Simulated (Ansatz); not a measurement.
# Ti (fcc type): how the settings move a single-point run

How sensitive is a single-point run of Ti (fcc type) to its settings? A reference run comes first, then one run with altered input.

Computed with Ansatz 0.2.0 (reference: DFT, PBEsol, all-electron LAPW, scalar-relativistic, unless a step's input says otherwise).

1 further run of the same task is left out (set aside as unsound or not needed). Runs told in other sessions of the task aren't counted.

## 1. The structure to begin with

Symmetry: Fm-3m, No. 225, cubic system. The conventional cell has a = 3.570 Å, b = 3.570 Å, c = 3.570 Å, α = 90.00°, β = 90.00°, γ = 90.00°. Around Ti (site symmetry m-3m) lie 12 Ti at 2.52 Å.

Structure file:

```cif
data_structure
_symmetry_space_group_name_H-M 'Fm-3m'
_symmetry_Int_Tables_number 225
_cell_length_a 3.5695
_cell_length_b 3.5695
_cell_length_c 3.5695
_cell_angle_alpha 90.000
_cell_angle_beta 90.000
_cell_angle_gamma 90.000
_cell_volume 45.48
loop_
_atom_site_label
_atom_site_type_symbol
_atom_site_symmetry_multiplicity
_atom_site_Wyckoff_symbol
_atom_site_fract_x
_atom_site_fract_y
_atom_site_fract_z
_atom_site_occupancy
Ti1 Ti 4 a 0.00000 0.00000 0.00000 1
```

## 2. Baseline

The input, input.yaml:

```yaml
crystal:
  lattice:
    - [0.0, 1.7847733463, 1.7847733463]
    - [1.7847733463, 0.0, 1.7847733463]
    - [1.7847733463, 1.7847733463, 0.0]
  atoms:
    - { symbol: Ti, position: [0.0, 0.0, 0.0] }
kpoints:
  mp_grid: { grid: [16, 16, 16] }
scf:
  occupations: { method: fermi_dirac, width: 0.1 }
hamiltonian:
  xc: pbesol
  pseudopotentials: { kind: all_electron, lapw: { basis_error: 0.001 } }
output:
  forces: true
  stress: true
  eigenvalues: true
  populations: true
```

Run with:

```
$ ansatz run input.yaml --threads 1 --pin off --max-ram 2048MiB --backend cpu --events-out ev --progress --plain --runs-dir out
```

## 3. Changed: mp_grid.grid [5, 5, 5], xc pbe

Changes to input.yaml since step 2:

```diff
@@ -8,3 +8,3 @@
 kpoints:
-  mp_grid: { grid: [16, 16, 16] }
+  mp_grid: { grid: [5, 5, 5] }
 scf:
@@ -12,3 +12,3 @@
 hamiltonian:
-  xc: pbesol
+  xc: pbe
   pseudopotentials: { kind: all_electron, lapw: { basis_error: 0.001 } }
```

Q: Predict the outcome of this session. Wanted: for each run, ending; energy change; pressure; gap; force.

As calculated:

```tsv
run	ending	energy change	pressure (GPa)	gap (eV)	force (eV/Å)	cycles	time
reference	converged	-	81.0	0.00	0.00	6	7.7 s
1: mp_grid.grid [5, 5, 5], xc pbe	converged	not comparable	90.4	0.00	0.00	6	1.3 s
```

Residual by cycle in the longest SCF loop of each run; runs are numbered as in the table. The quantity is the density residual dr2, in eV.

```tsv
cycle	reference	run 1
1	0.0302	0.0282
2	0.0012	0.0017
3	4.5e-4	5.7e-4
4	2.4e-5	9.3e-5
5	3.2e-7	3.8e-6
6	1.1e-9	3.9e-8
```

**Reading.** After a change of functional the difference of the totals has no physical meaning; the pressure goes from 81.0 to 90.4 GPa. The k-point mesh changed too. Cost: 1.3 s against 7.7 s. The structure is not at rest: the sound run finds 81 GPa, so these are no properties of the relaxed crystal. 
